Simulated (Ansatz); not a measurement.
**CdSe (F-43m): dielectric-dependent hybrid calculation**

A script is to give a dielectric-dependent hybrid calculation; the system is CdSe (F-43m).

All numbers are computed with Ansatz 0.2.0, driven from Python. The levels of theory stand in the script.

### 1 The system

Symmetry: F-43m, No. 216, cubic system. Conventional cell: a = 6.141 Å, b = 6.141 Å, c = 6.141 Å, α = 90.00°, β = 90.00°, γ = 90.00°. Cd (site symmetry -43m) has 4 Se at 2.66 Å as nearest neighbours. Se (site symmetry -43m) has 4 Cd at 2.66 Å as nearest neighbours.

The script holds or builds the structure itself.

### 2 Script

The input, ddh_cdse.py:

```python
# -*- coding: utf-8 -*-
"""A hybrid whose exact exchange is one over the dielectric constant of CdSe."""

import ansatz as az
import numpy as np

CUTOFF_EV = 510
FILLING = "fixed"


def count_gap(report):
    # lowest empty less highest filled band, counting bands; zero where they overlap
    return max(report.get("gap_by_band_count_ev") or 0.0, 0.0)


def main():
    vectors = np.array([
        [0.0, 3.07027, 3.07027],
        [3.07027, 0.0, 3.07027],
        [3.07027, 3.07027, 0.0],
    ])
    xtal = (
        az.Lattice.of(vectors)
        .atom("Cd", (0.0, 0.0, 0.0))
        .atom("Se", (0.75, 0.75, 0.75))
    )

    calculation = xtal.calculation().basis(CUTOFF_EV).kpoints(4).occupations(FILLING).band_table()
    semilocal = calculation.functional("pbesol").run(threads=1).report
    hybrid = calculation.functional(exchange="pbesol", correlation="pbesol", exact_fraction="inverse_dielectric").run(threads=1).report
    alpha = hybrid["hybrid"]["exact_exchange_fraction"]
    print(f"fraction of exact exchange {alpha:.4f}, so eps_inf = {1 / alpha:.2f} on this mesh")
    print(f"gap by band count: {count_gap(semilocal):.3f} eV semilocal, {count_gap(hybrid):.3f} eV hybrid")


if __name__ == "__main__":
    main()
```

### 3 The input behind the calls

The engine receives this input (first run):

```yaml
crystal:
  lattice:
    - [0.0, 3.07027, 3.07027]
    - [3.07027, 0.0, 3.07027]
    - [3.07027, 3.07027, 0.0]
  atoms:
    - { symbol: Cd, position: [0.0, 0.0, 0.0] }
    - { symbol: Se, position: [0.75, 0.75, 0.75] }
basis:
  ecutwfc: 510.0
kpoints:
  mp_grid:
    grid: [4, 4, 4]
hamiltonian:
  xc: pbesol
scf:
  occupations:
    method: fixed
output:
  eigenvalues: true
```

### 4 Launch

Launch:

```bash
$ python ddh_cdse.py
```

The program printed:

```text
fraction of exact exchange 0.1184, so eps_inf = 8.45 on this mesh
gap by band count: 0.408 eV semilocal, 1.143 eV hybrid
```

Wall time 46 s (1 thread of Arm Neoverse V2, shared host); peak memory 1.2 GiB.

### 5 What changed from run to run

The engine's inputs for the other runs:

Run 2, against run 1:

```diff
@@ -15 +15,5 @@
-  xc: pbesol
+  xc:
+    exchange: pbesol
+    correlation: pbesol
+    exx:
+      coeff: inverse_dielectric
```

### 6 The engine's runs

From the records of these 2 runs:

```
run  functional  hamiltonian.xc.exchange  hamiltonian.xc.correlation  energy (eV/atom)  gap on the mesh (eV)  SCF cycles  CPU time (s)
  1      pbesol                  not set                     not set        -6804.6765                  0.41           6          0.94
  2     not set                   pbesol                      pbesol        -6813.5124                  1.14          11            42
```

Totals under unlike functionals or potentials can't be compared directly.

### 7 Summary of results

| quantity | value |
| --- | --- |
| runs compared | 2 |
| gap on the mesh | 0.41 (pbesol) to 1.14 eV (the functional composed in the script) |

In words: The fraction is 0.1184, one over a dielectric constant of 8.45 on this mesh. It opens the gap from 0.408 to 1.143 eV, by 0.74 eV. What to keep in mind:
- Energy and stress would still move on a finer k-point mesh.
- This cell is a computed structure, which may not be the phase found in nature.
- Levels are Kohn-Sham eigenvalues on this mesh, without spin-orbit coupling.
- The dielectric constant and the gaps are those of a coarse mesh. Spin-orbit coupling is left out, which matters for heavy elements.
